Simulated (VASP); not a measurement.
## Mg$_{2}$Sn in VASP 6.6.1, single-point calculation

INCAR

```
LWAVE = .FALSE.
LASPH = .TRUE.
NSW = 0
ISMEAR = -1
PREC = Accurate
LREAL = .FALSE.
ISIF = 2
LCHARG = .FALSE.
EDIFF = 1E-7
ENCUT = 520
NELM = 88
SIGMA = 0.02
GGA = PE
ISPIN = 2
IBRION = -1
MAGMOM = -1 -1 1
NBANDS = 16
```

KPOINTS

```
KPOINTS created by Atomic Simulation Environment
0
Gamma
6 6 6
0 0 0
```

POSCAR

```
Sn Mg
 1.0000000000000000
    -0.0329950527000000    3.3807395821999999    3.3807395821999999
     3.3807395821999999   -0.0329950527000000    3.3807395821999999
     3.3807395821999999    3.3807395821999999   -0.0329950527000000
 Sn  Mg
   1   2
Cartesian
 -0.0000000000000000 -0.0000000000000000  0.0000000000000000
  1.6868560900709983  1.6868560900709983  1.6868560900709981
  5.0416280216290019  5.0416280216290028  5.0416280216290028
```

The recommended PBE PAW datasets give the neutral cell 18 valence electrons.

Command

```
mpirun -np 1 vasp_std
```

How does this run end, and what does it give?

It converged. Results: pressure 0.2 GPa; magnetic moment of the cell 0.00 μB.

OSZICAR

```
N       E                     dE             d eps       ncg     rms          rms(c)
DAV:   1     0.960663854596E+02    0.96066E+02   -0.80076E+03  2056   0.112E+03
DAV:   2     0.498025619473E+00   -0.95568E+02   -0.92861E+02  2192   0.301E+02
DAV:   3    -0.721836332817E+01   -0.77164E+01   -0.76829E+01  2712   0.753E+01
DAV:   4    -0.741848327560E+01   -0.20012E+00   -0.20009E+00  2400   0.131E+01
DAV:   5    -0.742711981167E+01   -0.86365E-02   -0.86365E-02  2960   0.249E+00    0.605E+00
DAV:   6    -0.743828997901E+01   -0.11170E-01   -0.50840E-01  2488   0.391E+00    0.258E+00
DAV:   7    -0.741473239732E+01    0.23558E-01   -0.15742E-01  2432   0.259E+00    0.142E+00
DAV:   8    -0.740341656937E+01    0.11316E-01   -0.40234E-02  2624   0.159E+00    0.512E-01
DAV:   9    -0.740419372674E+01   -0.77716E-03   -0.47176E-03  2376   0.541E-01    0.275E-01
DAV:  10    -0.740438294352E+01   -0.18922E-03   -0.10203E-03  2440   0.273E-01    0.698E-02
DAV:  11    -0.740450902100E+01   -0.12608E-03   -0.32479E-04  2176   0.144E-01    0.216E-02
DAV:  12    -0.740452330293E+01   -0.14282E-04   -0.46360E-05  2424   0.668E-02    0.969E-03
DAV:  13    -0.740452634025E+01   -0.30373E-05   -0.72760E-06  2184   0.230E-02    0.676E-03
DAV:  14    -0.740452577743E+01    0.56282E-06   -0.38887E-06  2128   0.110E-02    0.380E-03
DAV:  15    -0.740452573509E+01    0.42336E-07   -0.33804E-07  2560   0.338E-03
   1 F= -.74045257E+01 E0= -.74044879E+01  d E =-.755937E-04  mag=    -0.0000
```

For comparison, a separate PBE run of the intended cell, on usual settings and not on those above, gives a gap of -0.25 eV on its mesh and a pressure of 0.2 GPa.
